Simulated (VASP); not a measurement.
# PbF2 (Fluorocronite) (Fm-3m) in VASP: notebook, part 2 of 2

VASP 6.6.1.

## Step 4: Single point, HSEsol

run.py reads:

```python
from ase.calculators.vasp import Vasp
from ase.dft.bandgap import bandgap
from ase.io import read

atoms = read('PbF2.cif', primitive_cell=True, subtrans_included=False)
calc = Vasp(
    directory='calc',
    xc='hsesol',
    pp='PBE',
    setups={'base': 'minimal', 'Pb': '_d', 'F': '_s'},
    prec='Accurate',
    encut=400,
    ediff=1e-07,
    ismear=0,
    sigma=0.05,
    lreal=False,
    lasph=True,
    nelm=60,
    algo='Normal',
    isif=2,
    lwave=False,
    lcharg=False,
    precfock='Fast',
    kpts=[4, 4, 4],
    gamma=True,
    nbands=21,
)
atoms.calc = calc

print('energy (eV):', atoms.get_potential_energy())
print('free energy (eV):', atoms.get_potential_energy(force_consistent=True))
print('forces (eV/A):')
print(atoms.get_forces())
print('stress (eV/A^3, Voigt):', atoms.get_stress())
print('Fermi level (eV):', calc.get_fermi_level())
gap, top, bottom = bandgap(calc)
print('band gap (eV):', gap, 'from (spin, k, band)', top, 'to', bottom)
```

PbF2.cif reads:

```cif
data_PbF2
_cell_length_a 5.92732000
_cell_length_b 5.92732000
_cell_length_c 5.92732000
_cell_angle_alpha 90.00000000
_cell_angle_beta 90.00000000
_cell_angle_gamma 90.00000000
_space_group_name_H-M_alt 'Fm-3m'
_space_group_name_Hall '-F 4 2 3'
_space_group_IT_number 225
loop_
_space_group_symop_operation_xyz
'x,y,z'
'-x,-y,-z'
'-y,x,z'
'y,-x,-z'
'-x,-y,z'
'x,y,-z'
'y,-x,z'
'-y,x,-z'
'x,-y,-z'
'-x,y,z'
'-y,-x,-z'
'y,x,z'
'-x,y,-z'
'x,-y,z'
'y,x,-z'
'-y,-x,z'
'z,x,y'
'-z,-x,-y'
'z,-y,x'
'-z,y,-x'
'z,-x,-y'
'-z,x,y'
'z,y,-x'
'-z,-y,x'
'-z,x,-y'
'z,-x,y'
'-z,-y,-x'
'z,y,x'
'-z,-x,y'
'z,x,-y'
'-z,y,x'
'z,-y,-x'
'y,z,x'
'-y,-z,-x'
'x,z,-y'
'-x,-z,y'
'-y,z,-x'
'y,-z,x'
'-x,z,y'
'x,-z,-y'
'-y,-z,x'
'y,z,-x'
'-x,-z,-y'
'x,z,y'
'y,-z,-x'
'-y,z,x'
'x,-z,y'
'-x,z,-y'
'x,y+1/2,z+1/2'
'-x,-y+1/2,-z+1/2'
'-y,x+1/2,z+1/2'
[... 62 lines left out ...]
'-z+1/2,-x,-y+1/2'
'z+1/2,-y,x+1/2'
'-z+1/2,y,-x+1/2'
'z+1/2,-x,-y+1/2'
'-z+1/2,x,y+1/2'
'z+1/2,y,-x+1/2'
'-z+1/2,-y,x+1/2'
'-z+1/2,x,-y+1/2'
'z+1/2,-x,y+1/2'
'-z+1/2,-y,-x+1/2'
'z+1/2,y,x+1/2'
'-z+1/2,-x,y+1/2'
'z+1/2,x,-y+1/2'
'-z+1/2,y,x+1/2'
'z+1/2,-y,-x+1/2'
'y+1/2,z,x+1/2'
'-y+1/2,-z,-x+1/2'
'x+1/2,z,-y+1/2'
'-x+1/2,-z,y+1/2'
'-y+1/2,z,-x+1/2'
'y+1/2,-z,x+1/2'
'-x+1/2,z,y+1/2'
'x+1/2,-z,-y+1/2'
'-y+1/2,-z,x+1/2'
'y+1/2,z,-x+1/2'
'-x+1/2,-z,-y+1/2'
'x+1/2,z,y+1/2'
'y+1/2,-z,-x+1/2'
'-y+1/2,z,x+1/2'
'x+1/2,-z,y+1/2'
'-x+1/2,z,-y+1/2'
'x+1/2,y+1/2,z'
'-x+1/2,-y+1/2,-z'
'-y+1/2,x+1/2,z'
'y+1/2,-x+1/2,-z'
'-x+1/2,-y+1/2,z'
'x+1/2,y+1/2,-z'
'y+1/2,-x+1/2,z'
'-y+1/2,x+1/2,-z'
'x+1/2,-y+1/2,-z'
'-x+1/2,y+1/2,z'
'-y+1/2,-x+1/2,-z'
'y+1/2,x+1/2,z'
'-x+1/2,y+1/2,-z'
'x+1/2,-y+1/2,z'
'y+1/2,x+1/2,-z'
'-y+1/2,-x+1/2,z'
'z+1/2,x+1/2,y'
'-z+1/2,-x+1/2,-y'
'z+1/2,-y+1/2,x'
'-z+1/2,y+1/2,-x'
'z+1/2,-x+1/2,-y'
'-z+1/2,x+1/2,y'
'z+1/2,y+1/2,-x'
'-z+1/2,-y+1/2,x'
'-z+1/2,x+1/2,-y'
'z+1/2,-x+1/2,y'
'-z+1/2,-y+1/2,-x'
'z+1/2,y+1/2,x'
'-z+1/2,-x+1/2,y'
'z+1/2,x+1/2,-y'
'-z+1/2,y+1/2,x'
'z+1/2,-y+1/2,-x'
'y+1/2,z+1/2,x'
'-y+1/2,-z+1/2,-x'
'x+1/2,z+1/2,-y'
'-x+1/2,-z+1/2,y'
'-y+1/2,z+1/2,-x'
'y+1/2,-z+1/2,x'
'-x+1/2,z+1/2,y'
'x+1/2,-z+1/2,-y'
'-y+1/2,-z+1/2,x'
'y+1/2,z+1/2,-x'
'-x+1/2,-z+1/2,-y'
'x+1/2,z+1/2,y'
'y+1/2,-z+1/2,-x'
'-y+1/2,z+1/2,x'
'x+1/2,-z+1/2,y'
'-x+1/2,z+1/2,-y'
loop_
_atom_site_label
_atom_site_type_symbol
_atom_site_symmetry_multiplicity
_atom_site_Wyckoff_symbol
_atom_site_fract_x
_atom_site_fract_y
_atom_site_fract_z
_atom_site_occupancy
Pb1 Pb 4 a 0.0000000000 0.0000000000 0.0000000000 1
F1 F 8 c 0.2500000000 0.2500000000 0.7500000000 1
```

Potentials or basis: VASP PAW PBE potentials, release 64 (Pb_d, F_s).

Run with:

```console
> python run.py
```

Standard output:

```text
energy (eV): -18.31452311
free energy (eV): -18.31452311
forces (eV/A):
[[-0. -0. -0.]
 [ 0.  0.  0.]
 [-0.  0. -0.]]
stress (eV/A^3, Voigt): [ 0.01268081  0.01268081  0.01268081  0.         -0.          0.        ]
Fermi level (eV): 1.23376464
band gap (eV): 5.6198 from (spin, k, band) (0, np.int64(7), np.int64(13)) to (0, np.int64(6), np.int64(14))
```

OUTCAR:

```text
ENCUT = 400.000000
   HFSCREEN = 0.200000
   EDIFF = 1.00e-07
   GGA = PS
   PREC = Accurate
   PRECFOCK = Fast
   ISIF = 2
   ISMEAR = 0
   NELM = 60
   LASPH = .TRUE.
   LHFCALC = .TRUE.
   LREAL = .FALSE.

 ion  position               nearest neighbor table
   1  0.000  0.000  0.000-   2 2.57   2 2.57   2 2.57   3 2.57   3 2.57   3 2.57   3 2.57   2 2.57

   2  0.750  0.750  0.750-   1 2.57   1 2.57   1 2.57   1 2.57
   3  0.250  0.250  0.250-   1 2.57   1 2.57   1 2.57   1 2.57

  LATTYP: Found a face centered cubic cell.
 ALAT       =     5.9273200000

  Lattice vectors:

 A1 = (   0.0000000000,   2.9636600000,   2.9636600000)
 A2 = (   2.9636600000,   0.0000000000,   2.9636600000)
 A3 = (   2.9636600000,   2.9636600000,   0.0000000000)

Analysis of symmetry for initial positions (statically):
=====================================================================
 Subroutine PRICEL returns:
 Original cell was already a primitive cell.

 Routine SETGRP: Setting up the symmetry group for a
 face centered cubic supercell.

 Subroutine GETGRP returns: Found 48 space group operations
 (whereof 48 operations were pure point group operations)
 out of a pool of 48 trial point group operations.

The static configuration has the point symmetry O_h .

Analysis of symmetry for dynamics (positions and initial velocities):
=====================================================================
 Subroutine PRICEL returns:
 Original cell was already a primitive cell.

 Routine SETGRP: Setting up the symmetry group for a
 face centered cubic supercell.

 Subroutine GETGRP returns: Found 48 space group operations
 (whereof 48 operations were pure point group operations)
 out of a pool of 48 trial point group operations.

The dynamic configuration has the point symmetry O_h .

 Subroutine INISYM returns: Found 48 space group operations
 (whereof 48 operations are pure point group operations),
 and found     1 'primitive' translations

----------------------------------------------------------------------------------------

                                     Primitive cell

  volume of cell :      52.0613

  direct lattice vectors                    reciprocal lattice vectors
     0.000000000  2.963660000  2.963660000    -0.168710311  0.168710311  0.168710311
     2.963660000  0.000000000  2.963660000     0.168710311 -0.168710311  0.168710311
[... 78 lines left out ...]
   POTIM  = 0.5000    time-step for ionic-motion
   TEBEG  =    0.0;   TEEND  =   0.0 temperature during run
   PSTRESS=    0.0 pullay stress
   NELECT =      28.0000    total number of electrons
   NUPDOWN=      -1.0000    fix difference up-down
   EMIN   =  10.00;   EMAX   =-10.00  energy-range for DOS
   EFERMI =   0.00;   METHOD = LEGACY
   ISMEAR =     0;   SIGMA  =   0.05  broadening in eV -4-tet -1-fermi 0-gaus
   EFERMI_NEDOS =   21; number of points for ismear=-14 and -15
   IALGO  =     38    algorithm
   IMIX   =      1    mixing-type and parameters
     AMIX     =   0.40;   BMIX     =  1.00
     AMIX_MAG =   1.60;   BMIX_MAG =  1.00
  volume/ion in A,a.u.               =      17.35       117.11
  Fermi-wavevector in a.u.,A,eV,Ry     =   1.331340  2.515869 24.115883  1.772467
  Thomas-Fermi vector in A             =   2.460359
   LORBIT       =      0    0 simple, 1 ext, 2 COOP (PROOUT), +10 PAW based schemes
   GGA     = PS    functional components
   LHFCALC =     T    Hartree Fock is set to
   PRECFOCK=fast      Normal, Fast or Accurate (Low or Medium for compatibility)
   ENCUT4O =  -1.0   cutoff for four orbital integrals eV
   NKREDX  =     1    reduce k-point grid by
   NKREDY  =     1    reduce k-point grid by
   NKREDZ  =     1    reduce k-point grid by
   AEXX    =    0.2500 exact exchange contribution
   HFSCREEN=    0.2000 screening length (either q_TF or 0.3 A-1)
   HFSCREENC=   0.2000 screening length for correlation (either q_TF or 0.3 A-1)
   ENCUTFOCK=  -1.0 apply spherical cutoff to Coloumb kernel
   IVDW    =     0    specifies the selected vdW correction
   LEPSILON=     F    determine dielectric tensor
   LRPA    =     F    only Hartree local field effects (RPA)
 non-spin polarized calculation
 Gauss-broadening in eV      SIGMA  =   0.05
  energy-cutoff  :      400.00
  volume of cell :       52.06
 maximum number of plane-waves:       960
  NGX = 16; NGY = 16; NGZ = 16

 number of electron      28.0000024 magnetization

 Free energy of the ion-electron system (eV)
  ---------------------------------------------------
  ext. energy  EPLUGINS =         0.00000000
  ---------------------------------------------------
  free energy    TOTEN  =       -18.31452311 eV

  energy without entropy =      -18.31452311  energy(sigma->0) =      -18.31452311

 E-fermi :   1.2338     XC(G=0):  -7.9402

 val. band max:        1.0026816821   @ k =  -0.2500   0.5000   0.2500
 cond. band min:       6.6224781779   @ k =   0.5000   0.5000   0.0000
 fundamental gap:      5.6197964957
 Fermi energy:         1.2337646401

 k-point     1 :       0.0000    0.0000    0.0000
  band No.  band energies     occupation
      1     -22.2236      2.00000
      2     -21.5728      2.00000
      3     -14.5735      2.00000
      4     -14.5735      2.00000
      5     -14.5735      2.00000
      6     -14.4858      2.00000
[... 181 lines left out ...]
     20      18.7658      0.00000
     21      18.7658      0.00000

------------------------ aborting loop because EDIFF is reached ----------------------------------------

  FORCE on cell =-STRESS in cart. coord.  units (eV):
  Direction    XX          YY          ZZ          XY          YZ          ZX
  --------------------------------------------------------------------------------------
  -------------------------------------------------------------------------------------
  Total       -0.6601793     -0.6601793     -0.6601793     -0.0000000      0.0000000      0.0000000
  in kB      -20.3168968    -20.3168968    -20.3168968     -0.0000000      0.0000000      0.0000000
  external PRESSURE =     -20.3168968 kB  Pullay stress =       0.0000000 kB

 VOLUME and BASIS-vectors are now :
 -----------------------------------------------------------------------------
  energy-cutoff  :      400.00
  volume of cell :       52.06
      direct lattice vectors                 reciprocal lattice vectors
     0.000000000  2.963660000  2.963660000    -0.168710311  0.168710311  0.168710311
     2.963660000  0.000000000  2.963660000     0.168710311 -0.168710311  0.168710311
     2.963660000  2.963660000  0.000000000     0.168710311  0.168710311 -0.168710311

 POSITION                                       TOTAL-FORCE (eV/Angst)
 -----------------------------------------------------------------------------------
      0.00000      0.00000      0.00000        -0.000000     -0.000000     -0.000000
      4.44549      4.44549      4.44549         0.000000      0.000000      0.000000
      1.48183      1.48183      1.48183        -0.000000      0.000000     -0.000000
 -----------------------------------------------------------------------------------
    total drift:                               -0.000004     -0.000006     -0.000005

  FREE ENERGIE OF THE ION-ELECTRON SYSTEM (eV)
  ---------------------------------------------------
  free  energy   TOTEN  =       -18.3145231147 eV

  energy  without entropy=      -18.3145231147  energy(sigma->0) =      -18.31452311
```

INCAR:

```text
ENCUT = 400.000000
HFSCREEN = 0.200000
SIGMA = 0.050000
EDIFF = 1.00e-07
ALGO = Normal
GGA = PS
PREC = Accurate
PRECFOCK = Fast
ISIF = 2
ISMEAR = 0
NBANDS = 21
NELM = 60
LASPH = .TRUE.
LCHARG = .FALSE.
LHFCALC = .TRUE.
LWAVE = .FALSE.
LREAL = .FALSE.
```

Run time: 5 min. Hardware: 1 thread of Intel Xeon Platinum 8488C (Sapphire Rapids), shared host; peak memory 0.25 GiB.

Results:

```
Free energy            : -18.3145 eV
Pressure               : -2.0 GPa
Band gap on the k mesh : 5.62 eV, indirect (least direct gap 5.76 eV)
```

Levels at points of the mesh, in eV from the valence-band top:
```tsv
k point	band 10	band 11	band 12	band 13	band 14	band 15	band 16	band 17	band 18	band 19
(0.00, 0.00, 0.00)	-3.15	-3.15	-2.61	-2.61	-2.61	8.11	8.11	8.11	11.88	16.57
(0.50, 0.00, 0.00)	-3.34	-3.34	-2.80	-2.80	-0.12	6.21	9.09	9.09	14.54	15.18
(0.50, 0.50, 0.00)	-4.26	-2.16	-2.16	-2.16	-0.14	5.62	9.35	9.35	10.15	15.68
```

Caveat: the k mesh is coarse (spacing up to 0.46 Å⁻¹), so the values aren't converged, least of all with exact exchange; the PAW data sets were made with another functional, which shifts forces and pressure a little; spin-orbit coupling is left out, which as a rule narrows the gap of such compounds by several tenths of an eV. A k mesh can miss the band edges.

## Step 5: The reference run

An earlier run on the cell as given: functional PBEsol; potentials or basis VASP PAW PBE potentials, release 64 (Pb_d, F); cutoff 520 eV; k mesh 8 × 8 × 8; occupations fermi-dirac, width 0.05 eV; no spin polarisation.

- Pressure: -1.3 GPa
- Band gap on the k mesh: 4.30 eV, indirect (least direct gap 4.46 eV)

## Step 6: Overview

```csv
level,potentials or basis,k mesh,cutoff (eV),smearing,grid for exact exchange (PRECFOCK),ladder,mesh quality,gap on the mesh (eV),pressure (GPa)
PBE,"VASP PAW PBE potentials, release 64 (Pb_d_GW, F_GW)",8 × 8 × 8,550,gaussian 0.05 eV,-,-,not flagged,4.42,-
HSEsol,"VASP PAW PBE potentials, release 64 (Pb_d, F_s)",4 × 4 × 4,400,gaussian 0.05 eV,Fast,-,coarse,5.62,-2.0
PBEsol,"VASP PAW PBE potentials, release 64 (Pb_d, F)",8 × 8 × 8,520,fermi-dirac 0.05 eV,-,free,not flagged,4.30,-1.3
```

Alike in all rows: task single point; no spin polarisation; cell as given.

Caveats: some runs use coarse meshes; spin-orbit coupling is left out, which as a rule narrows the gap of such compounds by several tenths of an eV; the PAW data sets were made with another functional, which shifts forces and pressure a little (some runs); the cutoff is under 1.25 times the usual one of these potentials, so pressure, stress and relaxed cells hold a basis-set (Pulay) error (some runs).

Absolute energies hang on the potentials; compare differences alone.
